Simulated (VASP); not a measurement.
# Sb (Fm-3m) in VASP: further runs

Runs on Sb. Level: PBEsol. Tasks: electric field gradients.

Everything below comes from runs of VASP 6.6.1. Logs are shortened: lines on timing, memory, paths and dates and some standing lists are left out, and cuts for length are marked.

**1. The crystal as given**

Symmetry: Fm-3m, No. 225, cubic system. Conventional cell: a = 4.610 Å, b = 4.610 Å, c = 4.610 Å, α = 90.00°, β = 90.00°, γ = 90.00°. Around Sb (site symmetry m-3m) lie 12 Sb at 3.26 Å.

This isn't the form of Sb at room conditions, which is rhombohedral.

**2. Electric field gradients, PBEsol (volume scaled by 0.96)**

File INCAR:

```
ALGO = Normal
EDIFF = 1E-8
ENCUT = 520
GGA = PS
ISIF = 2
ISMEAR = -1
LASPH = T
LCHARG = F
LEFG = T
LREAL = F
LWAVE = F
NBANDS = 8
NELM = 100
PREC = Accurate
SIGMA = 0.03
```

File KPOINTS:

```
k-points
0
Gamma
  14 14 14
```

File POSCAR:

```
Sb
1.0
    0.0000000000      2.2738475325      2.2738475325
    2.2738475325      0.0000000000      2.2738475325
    2.2738475325      2.2738475325      0.0000000000
Sb
1
Direct
    0.0000000000      0.0000000000      0.0000000000
```

Potentials or basis: VASP PAW PBE potentials, release 64 (Sb).

Run with:

```
> cat potpaw_PBE.64/Sb/POTCAR > POTCAR
> mpirun -np 1 vasp_std > vasp.out
```

OUTCAR:

```text
EDIFF = 1E-8
   ENCUT = 520
   GGA = PS
   ISIF = 2
   ISMEAR = -1
   LASPH = T
   LREAL = F
   NELM = 100
   PREC = Accurate

 ion  position               nearest neighbor table
   1  0.000  0.000  0.000-

  LATTYP: Found a face centered cubic cell.
 ALAT       =     4.5476950650

  Lattice vectors:

 A1 = (   0.0000000000,   2.2738475325,   2.2738475325)
 A2 = (   2.2738475325,   0.0000000000,   2.2738475325)
 A3 = (   2.2738475325,   2.2738475325,   0.0000000000)

Analysis of symmetry for initial positions (statically):
=====================================================================
 Subroutine PRICEL returns:
 Original cell was already a primitive cell.

 Routine SETGRP: Setting up the symmetry group for a
 face centered cubic supercell.

 Subroutine GETGRP returns: Found 48 space group operations
 (whereof 48 operations were pure point group operations)
 out of a pool of 48 trial point group operations.

The static configuration has the point symmetry O_h .

Analysis of symmetry for dynamics (positions and initial velocities):
=====================================================================
 Subroutine PRICEL returns:
 Original cell was already a primitive cell.

 Routine SETGRP: Setting up the symmetry group for a
 face centered cubic supercell.

 Subroutine GETGRP returns: Found 48 space group operations
 (whereof 48 operations were pure point group operations)
 out of a pool of 48 trial point group operations.

The dynamic configuration has the point symmetry O_h .

 Subroutine INISYM returns: Found 48 space group operations
 (whereof 48 operations are pure point group operations),
 and found     1 'primitive' translations

----------------------------------------------------------------------------------------

                                     Primitive cell

  volume of cell :      23.5133

  direct lattice vectors                    reciprocal lattice vectors
     0.000000000  2.273847533  2.273847533    -0.219891612  0.219891612  0.219891612
     2.273847533  0.000000000  2.273847533     0.219891612 -0.219891612  0.219891612
     2.273847533  2.273847533  0.000000000     0.219891612  0.219891612 -0.219891612

  length of vectors
     3.215706019  3.215706019  3.215706019     0.380863445  0.380863445  0.380863445

  position of ions in fractional coordinates (direct lattice)
     0.000000000  0.000000000  0.000000000

  ion indices of the primitive-cell ions
   primitive index   ion index
                 1           1

----------------------------------------------------------------------------------------

 KPOINTS: k-points

Automatic generation of k-mesh.
 Grid dimensions read from file:
 generate k-points for:   14   14   14

 Generating k-lattice:

  Cartesian coordinates                     Fractional coordinates (reciprocal lattice)
    -0.015706544  0.015706544  0.015706544     0.071428571  0.000000000  0.000000000
     0.015706544 -0.015706544  0.015706544     0.000000000  0.071428571  0.000000000
     0.015706544  0.015706544 -0.015706544     0.000000000  0.000000000  0.071428571

  Length of vectors
     0.027204532  0.027204532  0.027204532

  Shift w.r.t. Gamma in fractional coordinates (k-lattice)
     0.000000000  0.000000000  0.000000000

 Subroutine IBZKPT returns following result:
 ===========================================

 Found    104 irreducible k-points:

 Following reciprocal coordinates:
            Coordinates               Weight
  0.000000  0.000000  0.000000      1.000000
  0.071429  0.000000  0.000000      8.000000
  0.142857  0.000000  0.000000      8.000000
  0.214286  0.000000  0.000000      8.000000
  0.285714  0.000000  0.000000      8.000000
  0.357143  0.000000  0.000000      8.000000
[... 16 lines left out ...]
  0.214286  0.142857  0.000000     24.000000
  0.285714  0.142857  0.000000     24.000000
 [... further k-points ...]
   k-points           NKPTS =    104   k-points in BZ     NKDIM =    104   number of bands    NBANDS=      8
   number of dos      NEDOS =    301   number of ions     NIONS =      1
   total plane-waves  NPLWV =  13824
   dimension x,y,z NGX =    24 NGY =   24 NGZ =   24
   dimension x,y,z NGXF=    48 NGYF=   48 NGZF=   48
   ions per type =               1
   NGX,Y,Z   is equivalent  to a cutoff of  12.41, 12.41, 12.41 a.u.
   NGXF,Y,Z  is equivalent  to a cutoff of  24.82, 24.82, 24.82 a.u.
 SYSTEM =  unknown system
   PREC   = accura    normal or accurate (medium, high low for compatibility)
   ISTART =      0    job   : 0-new  1-cont  2-samecut
   ICHARG =      2    charge: 1-file 2-atom 10-const
   ISPIN  =      1    spin polarized calculation?
   LNONCOLLINEAR =      F non collinear calculations
   LSORBIT =      F    spin-orbit coupling
   LASPH  =      T    aspherical Exc in radial PAW
   ENCUT  =  520.0 eV  38.22 Ry    6.18 a.u.   5.98  5.98  5.98*2*pi/ulx,y,z
   NELM   =    100;   NELMIN=  2; NELMDL= -5     # of ELM steps
   EDIFF  = 0.1E-07   stopping-criterion for ELM
   LREAL  =      F    real-space projection
   EDIFFG = 0.1E-06   stopping-criterion for IOM
   NSW    =      0    number of steps for IOM
   IBRION =     -1    ionic relax: 0-MD 1-quasi-New 2-CG
   NFREE  =      0    steps in history (QN), initial steepest desc. (CG)
   ISIF   =      2    stress and relaxation
   ISYM   =      2    0-nonsym 1-usesym 2-fastsym
   POTIM  = 0.5000    time-step for ionic-motion
   TEBEG  =    0.0;   TEEND  =   0.0 temperature during run
   PSTRESS=    0.0 pullay stress
   NELECT =       5.0000    total number of electrons
   NUPDOWN=      -1.0000    fix difference up-down
   EMIN   =  10.00;   EMAX   =-10.00  energy-range for DOS
   EFERMI =   0.00;   METHOD = LEGACY
   ISMEAR =    -1;   SIGMA  =   0.03  broadening in eV -4-tet -1-fermi 0-gaus
   EFERMI_NEDOS =   21; number of points for ismear=-14 and -15
   IALGO  =     38    algorithm
   IMIX   =      4    mixing-type and parameters
     AMIX     =   0.40;   BMIX     =  1.00
     AMIX_MAG =   1.60;   BMIX_MAG =  1.00
  volume/ion in A,a.u.               =      23.51       158.68
  Fermi-wavevector in a.u.,A,eV,Ry     =   0.977148  1.846541 12.991079  0.954817
  Thomas-Fermi vector in A             =   2.107822
   LORBIT       =      0    0 simple, 1 ext, 2 COOP (PROOUT), +10 PAW based schemes
   GGA     = PS    functional components
   LHFCALC =     F    Hartree Fock is set to
   AEXX    =    0.0000 exact exchange contribution
   IVDW    =     0    specifies the selected vdW correction
   LEPSILON=     F    determine dielectric tensor
   LRPA    =     F    only Hartree local field effects (RPA)
 non-spin polarized calculation
  energy-cutoff  :      520.00
  volume of cell :       23.51
 maximum number of plane-waves:       646
   NGX = 11   NGY = 11   NGZ = 11

 number of electron       5.0000000 magnetization

 Free energy of the ion-electron system (eV)
  ---------------------------------------------------
  ext. energy  EPLUGINS =         0.00000000
  ---------------------------------------------------
  free energy    TOTEN  =        -4.22243549 eV

  energy without entropy =       -4.21985353  energy(sigma->0) =       -4.22114451

 E-fermi :  10.2799     XC(G=0): -10.9308

 val. band max:       10.2594414145   @ k =   0.5000   0.2143   0.0000
 cond. band min:      10.2833575780   @ k =  -0.2857   0.2143   0.0714
 fundamental gap:      0.0239161635
 Fermi energy:        10.2798695158

 k-point     1 :       0.0000    0.0000    0.0000
  band No.  band energies     occupation
      1      -3.8325      2.00000
      2      16.6225      0.00000
      3      16.6225      0.00000
      4      16.6225      0.00000
      5      20.4680      0.00000
      6      20.7134      0.00000
      7      20.7134      0.00000
      8      20.7134      0.00000

 k-point     2 :       0.0714    0.0000    0.0000
  band No.  band energies     occupation
      1      -3.7178      2.00000
      2      15.4341      0.00000
      3      16.4423      0.00000
      4      16.4423      0.00000
      5      19.6387      0.00000
      6      20.9939      0.00000
      7      20.9939      0.00000
      8      22.3919      0.00000

 k-point     3 :       0.1429    0.0000    0.0000
  band No.  band energies     occupation
      1      -3.3744      2.00000
      2      13.1176      0.00000
      3      16.0271      0.00000
      4      16.0271      0.00000
      5      19.2681      0.00000
      6      21.5911      0.00000
      7      21.5911      0.00000
      8      23.3962      0.00000
[... 210 lines left out ...]
 k-point    23 :       0.2143    0.1429    0.0000
  band No.  band energies     occupation
      1      -2.8023      2.00000
      2      12.4501      0.00000
      3      13.9424      0.00000
      4      14.5960      0.00000
      5      17.7195      0.00000
      6      19.2603      0.00000
      7      23.4300      0.00000
      8      23.9608      0.00000

 k-point    24 :       0.2857    0.1429    0.0000
  band No.  band energies     occupation
      1      -2.1590      2.00000
      2      10.1272      1.98774
      3      13.4939      0.00000
      4      14.0276      0.00000
      5      17.6721      0.00000
      6      19.5375      0.00000
      7      23.2729      0.00000
      8      23.5485      0.00000

 [... further k-points ...]
[... 5 lines left out ...]
  --------------------------------------------------------------------------------------
  -------------------------------------------------------------------------------------
  Total        1.3581655      1.3581655      1.3581655      0.0000000      0.0000000     -0.0000000
  in kB       92.5442106     92.5442106     92.5442106      0.0000000      0.0000000     -0.0000000
  external PRESSURE =      92.5442106 kB  Pullay stress =       0.0000000 kB

 VOLUME and BASIS-vectors are now :
 -----------------------------------------------------------------------------
  energy-cutoff  :      520.00
  volume of cell :       23.51
      direct lattice vectors                 reciprocal lattice vectors
     0.000000000  2.273847533  2.273847533    -0.219891612  0.219891612  0.219891612
     2.273847533  0.000000000  2.273847533     0.219891612 -0.219891612  0.219891612
     2.273847533  2.273847533  0.000000000     0.219891612  0.219891612 -0.219891612

 POSITION                                       TOTAL-FORCE (eV/Angst)
 -----------------------------------------------------------------------------------
      0.00000      0.00000      0.00000        -0.000000      0.000000     -0.000000
 -----------------------------------------------------------------------------------
    total drift:                                0.000000      0.000000      0.000000

  FREE ENERGIE OF THE ION-ELECTRON SYSTEM (eV)
  ---------------------------------------------------
  free  energy   TOTEN  =        -4.2224354876 eV

  energy  without entropy=       -4.2198535274  energy(sigma->0) =       -4.22114451

 Electric field gradients (V/A^2)
---------------------------------------------------------------------
 ion       V_xx      V_yy      V_zz      V_xy      V_xz      V_yz
---------------------------------------------------------------------
   1      -0.000    -0.000     0.000     0.000     0.000     0.000
---------------------------------------------------------------------

 Electric field gradients after diagonalization (V/A^2)
 (convention: |V_zz| > |V_xx| > |V_yy|)
----------------------------------------------------------------------
 ion       V_xx      V_yy      V_zz     asymmetry (V_yy - V_xx)/ V_zz
----------------------------------------------------------------------
   1      -0.000    -0.000     0.000       0.000
----------------------------------------------------------------------

           NMR quadrupolar parameters

 Cq : quadrupolar parameter    Cq=e*Q*V_zz/h
 eta: asymmetry parameters     (V_yy - V_xx)/ V_zz
 Q  : nuclear electric quadrupole moment in mb (millibarn)
----------------------------------------------------------------------
 ion       Cq(MHz)       eta       Q (mb)
----------------------------------------------------------------------
   1       0.000       0.000       1.000
----------------------------------------------------------------------
```

It took 8.4 s on 1 thread of Intel Xeon Platinum 8488C (Sapphire Rapids), shared host; peak memory 0.14 GiB.

Results:

- Free energy: -4.2224 eV
- Pressure: 9.3 GPa
- Band gap on the k mesh: none (metal or under the smearing width)

Electric field gradients, principal values (V/Å²):
| atom | Vxx | Vyy | Vzz |
| --- | --- | --- | --- |
| 1 Sb | 0.000 | 0.000 | 0.000 |

Caveat: the PAW data sets were made with another functional, which shifts forces and pressure a little. The run has no spin-orbit coupling, so splittings on Sb are missing.

(Part 1 of 2 ends here.)
